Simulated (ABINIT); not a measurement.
# A GW chain in ABINIT: BeTe (F-43m)

Aim: the G0W0 gap of BeTe (F-43m) on PBE, step by step.

Method: PBE and many-body steps on it, plane waves, in ABINIT 10.8.3.

**Experimental background.**

- Gap 2.8 eV: absolute (indirect, Gamma to X) gap, second literature value; film (quoted from earlier experiment) (quoted in “The band structure of BeTe - a combined experimental and theoretical study”, 1997, arxiv:cond-mat/9712266).

- Gap 2.7 eV: absolute (indirect, Gamma to X) gap; bulk crystal (quoted from earlier experiment) (quoted in “The band structure of BeTe - a combined experimental and theoretical study”, 1997, arxiv:cond-mat/9712266).

Most raw output is cut from this account.

## Step 1: Starting point

It takes space group F-43m (No. 216, cubic). The conventional cell has a = 5.663 Å, b = 5.663 Å, c = 5.663 Å, α = 90.00°, β = 90.00°, γ = 90.00°. Be has 4 Te at 2.45 Å nearest. Nearest to Te lie 4 Be at 2.45 Å. Farther neighbours and most contacts between anions are not listed.

Structure file:

```cif
data_structure
_symmetry_space_group_name_H-M 'P 1'
_symmetry_Int_Tables_number 1
_cell_length_a 4.0043
_cell_length_b 4.0043
_cell_length_c 4.0043
_cell_angle_alpha 60.000
_cell_angle_beta 60.000
_cell_angle_gamma 60.000
_cell_volume 45.40
loop_
_atom_site_label
_atom_site_type_symbol
_atom_site_fract_x
_atom_site_fract_y
_atom_site_fract_z
_atom_site_occupancy
Be1 Be 0.00000 0.00000 0.00000 1
Te2 Te 0.75000 0.75000 0.75000 1
```

The cell and positions are those that the Materials Project relaxed with its own functionals (PBE, PBE+U or r2SCAN), kept fixed. Spin-orbit coupling is left out unless a step names it.

## Step 2: Ground state

This step: ABINIT 10.8.3; DFT, PBE, plane waves, norm-conserving pseudopotentials.

The ground-state density comes first.

Input file run.abi:

```
acell 3*1.0 Angstrom
rprim 
  -0.000000000000 2.831458787600 2.831458787600
  2.831458787600 0.000000000000 2.831458787600
  2.831458787600 2.831458787600 0.000000000000
ntypat 2
znucl 4 52
natom 2
typat 1 2
xred 
  0.000000000000 0.000000000000 0.000000000000
  0.750000000000 0.750000000000 0.750000000000
pp_dirpath "pseudos"
pseudos "Be.upf, Te.upf"
ecut 49
ngkpt 6 6 6
nshiftk 1
shiftk 0 0 0
kptopt 1
chksymbreak 0
nband 19
occopt 1
tolvrs 1e-10
nstep 60
prtwf 0
optforces 0
optstress 0
indata_prefix "in"
outdata_prefix "out"
tmpdata_prefix "tmp"
```

Run with:

```
$ OMP_NUM_THREADS=1 mpirun -n 8 abinit run.abi > log
```

Wall time 11 s (8 MPI ranks of Arm Neoverse V1, shared host); peak memory 0.71 GiB.

Numbers from this step:

| Quantity | Value |
| --- | --- |
| total energy | -8018.1531 eV |
| gap | 2.027 eV |
| k of the valence top | 0, 0, 0 |
| k of the conduction bottom | 0.5, 0.5, 0 |
| least direct gap | 3.644 eV |

The gap is indirect, with the least direct gap 1.62 eV higher.

## Step 3: Bands along the symmetry lines

Levels along a band path, at the cheap level, show where the edges lie and whether the meshes to come will hold them.

Input file run.abi:

```
acell 3*1.0 Angstrom
rprim 
  -0.000000000000 2.831458787600 2.831458787600
  2.831458787600 0.000000000000 2.831458787600
  2.831458787600 2.831458787600 0.000000000000
ntypat 2
znucl 4 52
natom 2
typat 1 2
xred 
  0.000000000000 0.000000000000 0.000000000000
  0.750000000000 0.750000000000 0.750000000000
pp_dirpath "pseudos"
pseudos "Be.upf, Te.upf"
ecut 49
iscf -2
irdden 1
kptopt 0
nkpt 50
kpt 
  0.00000000 0.00000000 0.00000000
  -0.06250000 -0.06250000 0.00000000
  -0.12500000 -0.12500000 0.00000000
  -0.18750000 -0.18750000 0.00000000
  -0.25000000 -0.25000000 0.00000000
  -0.31250000 -0.31250000 0.00000000
  -0.37500000 -0.37500000 0.00000000
  -0.43750000 -0.43750000 0.00000000
  -0.50000000 -0.50000000 0.00000000
  -0.48437500 -0.48437500 0.03125000
  -0.46875000 -0.46875000 0.06250000
  -0.45312500 -0.45312500 0.09375000
  -0.43750000 -0.43750000 0.12500000
  -0.42187500 -0.42187500 0.15625000
  -0.40625000 -0.40625000 0.18750000
  -0.39062500 -0.39062500 0.21875000
  -0.37500000 -0.37500000 0.25000000
  -0.37500000 0.00000000 0.37500000
  -0.32812500 0.00000000 0.32812500
  -0.28125000 0.00000000 0.28125000
  -0.23437500 0.00000000 0.23437500
  -0.18750000 0.00000000 0.18750000
  -0.14062500 0.00000000 0.14062500
  -0.09375000 0.00000000 0.09375000
  -0.04687500 0.00000000 0.04687500
  0.00000000 0.00000000 0.00000000
  0.00000000 0.00000000 0.06250000
  0.00000000 0.00000000 0.12500000
  0.00000000 0.00000000 0.18750000
  0.00000000 0.00000000 0.25000000
  0.00000000 0.00000000 0.31250000
  0.00000000 0.00000000 0.37500000
  0.00000000 0.00000000 0.43750000
  -0.00000000 -0.00000000 0.50000000
  -0.06250000 -0.03125000 0.46875000
  -0.12500000 -0.06250000 0.43750000
  -0.18750000 -0.09375000 0.40625000
  -0.25000000 -0.12500000 0.37500000
  -0.31250000 -0.15625000 0.34375000
  -0.37500000 -0.18750000 0.31250000
  -0.43750000 -0.21875000 0.28125000
  -0.50000000 -0.25000000 0.25000000
  -0.50000000 -0.28125000 0.21875000
  -0.50000000 -0.31250000 0.18750000
  -0.50000000 -0.34375000 0.15625000
  -0.50000000 -0.37500000 0.12500000
  -0.50000000 -0.40625000 0.09375000
  -0.50000000 -0.43750000 0.06250000
  -0.50000000 -0.46875000 0.03125000
  -0.50000000 -0.50000000 0.00000000
istwfk *1
nband 21
nbdbuf 2
tolwfr 1e-08
nstep 40
prtwf 0
prtvol 0
indata_prefix "in"
outdata_prefix "out"
tmpdata_prefix "tmp"
```

Wall time 13 s (8 MPI ranks); peak memory 0.59 GiB.

Numbers from this step:

| Quantity | Value |
| --- | --- |
| gap | 2.027 eV |
| k of the valence top | 0, 0, 0 |
| k of the conduction bottom | -0.5, -0.5, 0 |
| least direct gap | 3.644 eV |

The gap is 2.027 eV, as in the run before at this level.

Electronic bands along the path, in eV, zero at the top of the highest filled band:

```csv
point,band 11,band 12,band 13,band 14,band 15,band 16,band 17,band 18
Γ,-12.19,0.00,0.00,0.00,3.64,3.64,3.64,3.71
halfway,-11.47,-2.86,-1.63,-1.63,2.65,4.41,6.43,6.43
X,-10.42,-5.02,-2.58,-2.58,2.03,2.71,9.64,9.64
halfway,-10.41,-4.92,-3.06,-2.47,2.35,3.37,9.05,9.11
U,-10.44,-4.67,-3.78,-2.17,2.75,5.28,7.86,8.13
jump to K,-10.44,-4.67,-3.78,-2.17,2.75,5.28,7.86,8.13
halfway,-11.41,-3.47,-2.21,-0.65,4.05,4.68,5.21,6.25
Γ,-12.19,0.00,0.00,0.00,3.64,3.64,3.64,3.71
halfway,-11.65,-3.26,-0.65,-0.65,3.29,4.51,4.51,6.96
L,-10.89,-5.43,-1.10,-1.10,3.05,4.62,4.62,7.84
halfway,-10.66,-5.01,-2.83,-1.85,4.20,4.41,6.65,7.73
W,-10.39,-4.50,-3.60,-3.12,5.30,5.54,5.60,6.15
halfway,-10.40,-4.82,-3.05,-2.87,3.05,3.66,8.22,8.40
X,-10.42,-5.02,-2.58,-2.58,2.03,2.71,9.64,9.64
```

## Step 4: Empty states on the mesh, 4×4×4 mesh, 95 bands

The sums over transitions need many empty states on a uniform mesh; this step solves for them.

Input file run.abi:

```
acell 3*1.0 Angstrom
rprim 
  -0.000000000000 2.831458787600 2.831458787600
  2.831458787600 0.000000000000 2.831458787600
  2.831458787600 2.831458787600 0.000000000000
ntypat 2
znucl 4 52
natom 2
typat 1 2
xred 
  0.000000000000 0.000000000000 0.000000000000
  0.750000000000 0.750000000000 0.750000000000
pp_dirpath "pseudos"
pseudos "Be.upf, Te.upf"
ecut 49
ngkpt 4 4 4
nshiftk 1
shiftk 0 0 0
kptopt 1
chksymbreak 0
iscf -2
irdden 1
istwfk *1
nband 95
nbdbuf 8
tolwfr 1e-09
nstep 60
prtvol 0
indata_prefix "in"
outdata_prefix "out"
tmpdata_prefix "tmp"
```

Run time: 18 s. Hardware: 8 MPI ranks; peak memory 0.61 GiB.

Numbers from this step:

- gap: 2.027 eV
- k of the valence top: 0, 0, 0
- k of the conduction bottom: 0.5, 0.5, 0
- least direct gap: 3.644 eV
- k points computed: 8
- lowest point of the top converged band, above the valence top: 66.6521 eV

On this mesh the gap is 2.027 eV.

## Step 5: Screening, 4×4×4 mesh, 87 bands, screening to 136.1 eV

The RPA dielectric matrix is built and inverted for each q.

This step: RPA screening on PBE, plane waves, norm-conserving pseudopotentials.

run.abi, as its differences from that of step 4:

```diff
@@ -20,10 +20,11 @@
 chksymbreak 0
-iscf -2
-irdden 1
 istwfk *1
-nband 95
-nbdbuf 8
-tolwfr 1e-09
-nstep 60
-prtvol 0
+occopt 1
+irdwfk 1
+optdriver 3
+nband 87
+ecuteps 5
+inclvkb 2
+awtr 1
+symchi 1
 indata_prefix "in"
```

Wall time 17 s (8 MPI ranks); peak memory 1.5 GiB.

Numbers from this step:

```yaml
eps_infinity_with_local_fields_on_this_mesh_along_the_program_s_q_direction: 8.991
the_same_without_local_fields: 10.32
plasma_frequency: 29.16 eV
plane_waves_in_the_screening_matrix: 169
```

Local fields lower ε∞ by 13 %. On a Γ-centred mesh this coarse the value itself is usually too large, while a short band sum pulls it down.

## Step 6: Self-energy, 4×4×4 mesh, 87 bands, screening to 136.1 eV

The self-energy is evaluated for the states that the input lists, and the levels follow from it, in one-shot runs by the linearised quasiparticle equation.

This step: G0W0 on PBE, plane waves, norm-conserving pseudopotentials.

run.abi, as its differences from that of step 5:

```diff
@@ -23,8 +23,17 @@
 irdwfk 1
-optdriver 3
+optdriver 4
 nband 87
+gwcalctyp 0
+ecutsigx 49
+symsigma 1
+nkptgw 2
+kptgw 
+  0.0000000000 0.0000000000 0.0000000000
+  0.5000000000 0.5000000000 0.0000000000
+bdgw 
+  12 17
+  13 16
 ecuteps 5
-inclvkb 2
-awtr 1
-symchi 1
+irdscr 1
+ppmodel 1
 indata_prefix "in"
```

Wall time 4.9 s (8 MPI ranks); peak memory 1.3 GiB.

Numbers from this step:

```
G0W0 gap on the points computed              : 2.733 eV
starting gap on the mesh                     : 2.027 eV
k of the valence top                         : 0, 0, 0
k of the conduction bottom                   : 0.5, 0.5, 0
Z at the valence top                         : 0.805
Z at the conduction bottom                   : 0.818
least direct G0W0 gap on the computed points : 4.63 eV
```

The gap on the mesh goes from 2.03 eV to 2.73 eV, a correction of +0.71 eV.

Limits: finite bands, cutoff and mesh; no spin-orbit coupling; coarse k mesh. v1 is the top filled band, c1 the lowest empty one. The levels before and after the correction (eV, zero at the valence-band top of each column):

```csv
,conduction bottom,valence top
Kohn-Sham,2.03,0.00
G0W0,2.73,0.00
```

```csv
,level,energy (eV)
Kohn-Sham,Γ v3-v1,0.000
Kohn-Sham,Γ c1-c3,3.644
Kohn-Sham,(0.5 0.5 0) v2-v1,-2.578
Kohn-Sham,(0.5 0.5 0) c1,2.027
Kohn-Sham,(0.5 0.5 0) c2,2.710
G0W0,Γ v3-v1,0.000
G0W0,Γ c1-c3,4.630
G0W0,(0.5 0.5 0) v2-v1,-2.793
G0W0,(0.5 0.5 0) c1,2.733
G0W0,(0.5 0.5 0) c2,3.500
```

## Step 7: Where the time went

Times are wall times on 8 MPI ranks of Arm Neoverse V1, shared host, good to a factor of about two.

```csv
step,time,share,memory (GiB)
ground state,11 s,17 %,0.71
bands along the symmetry lines,13 s,21 %,0.59
empty states on the mesh,18 s,28 %,0.61
screening,17 s,27 %,1.5
self-energy,4.9 s,8 %,1.3
```

## Step 8: Outcome

| Quantity | Value |
| --- | --- |
| PBE gap | 2.03 eV, indirect |
| G0W0 gap on the mesh | 2.73 eV |
| GW settings | 4×4×4 mesh, 87 bands, screening to 136.1 eV, Godby-Needs plasmon pole |
| known limits | not at the basis limit; no spin-orbit coupling; coarse k mesh |

**Reading.** G0W0 moves the gap on the mesh from 2.03 eV to 2.73 eV (+0.71 eV), with Z of 0.81 and 0.82 at the edges. Local fields lower the RPA ε∞ on this mesh from 10.32 to 8.99; a Γ-centred mesh this coarse tends to raise both, most where the direct gap is narrow, while a short band sum lowers them. Only 2 of the mesh's irreducible points were corrected, so a valley elsewhere could overtake. Against experiment, by G0W0@PBE: the gap of 2.73 eV lies −0.07 eV from the measured 2.8 eV (indirect, quoted 1997); the gap of 2.73 eV lies +0.03 eV from the measured 2.7 eV (indirect, quoted 1997). The calculation has static nuclei and no excitons; a measured gap holds zero-point and thermal motion, which mostly lowers it. With atoms this heavy the missing spin-orbit coupling can matter too. Bands and cutoff are finite, so the gap is not at the basis limit. The miss can reach some tenths of an eV and take either sign; the mesh is an error of its own. In the G0W0 run levels were corrected at 2 k points alone, so a gap called «on the mesh» is the least over those, and an edge elsewhere would be missed. The 4×4×4 mesh is coarse for this cell, which bears on the long-range parts of exchange and screening.

[Paths, hosts, dates, memory and timing lines, banners, echoed tables and standing remarks are left out of the program output.]

[Logs are printed without paths, hosts, clocks, repeated set-up lines and the standing remarks that a program may print on its own settings, such as how far it seeks lower states.]

[Runs of the session that timed out or met a known fault of the program may be left out.]

[Hosts, paths, dates, database ids (printed as entryN), source tags and the programs' standing remarks are cut or masked in the printed files.]

[G0W0 gaps are taken among the corrected bands and points alone; a level outside them can change the order at an edge.]

[Where Ansatz stands beside ABINIT at settings called matched, ABINIT's density can come from a denser mesh and the files from another edition; pairs whose starting gaps differed by over 0.03 eV were left out, so agreement reads better than it is.]
